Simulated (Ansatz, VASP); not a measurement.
One calculation of HfB, two programs

```xyz
2
Lattice="0.0000 2.3100 2.3100 2.3100 0.0000 2.3100 2.3100 2.3100 0.0000" Properties=species:S:1:pos:R:3 pbc="T T T"
Hf    2.3100    2.3100    2.3100
B     0.0000    0.0000    0.0000
```

Alike in both runs: task relaxation of cell and atoms; functional LDA; k mesh 10 × 10 × 10; occupations fermi-dirac, width 0.05 eV; no spin polarisation.

```csv
,VASP,Ansatz
version,VASP 6.6.1,Ansatz 0.2.0
potentials or method,"VASP PAW LDA potentials, release 64 (Hf_pv, B)",Ansatz PAW
plane-wave cutoff (eV),600,420
valence electrons in the cell,13,29
```

VASP gave:

| Property | Result |
| --- | --- |
| gap on the k mesh at the Fermi level, each at its own relaxed structure (eV) | none |
| relaxed volume (Å³/atom) | 13.46 |
| relaxed cell length with the largest relative difference (Å) | 3.364 |
| energy change over the relaxation (meV/atom) | -65 |

Q: What did Ansatz give for the same quantities?

A: gap on the k mesh at the Fermi level, each at its own relaxed structure (eV): none; relaxed volume (Å³/atom): 13.38; relaxed cell length with the largest relative difference (Å): 3.357; energy change over the relaxation (meV/atom): -55.

A gap of «none» marks a metal or a gap that the smearing closes. The two sets of potentials don't hold the same shells in valence.

Caveats: the plane-wave basis is chosen anew once the cell has moved, so the energies of steps on either side of that aren't comparable (Ansatz); the PAW data sets come from PBE, with cores solved anew for the run's functional, which leaves a small shift of forces and pressure (Ansatz). Spin-orbit coupling is left out, which matters for the levels of Hf.
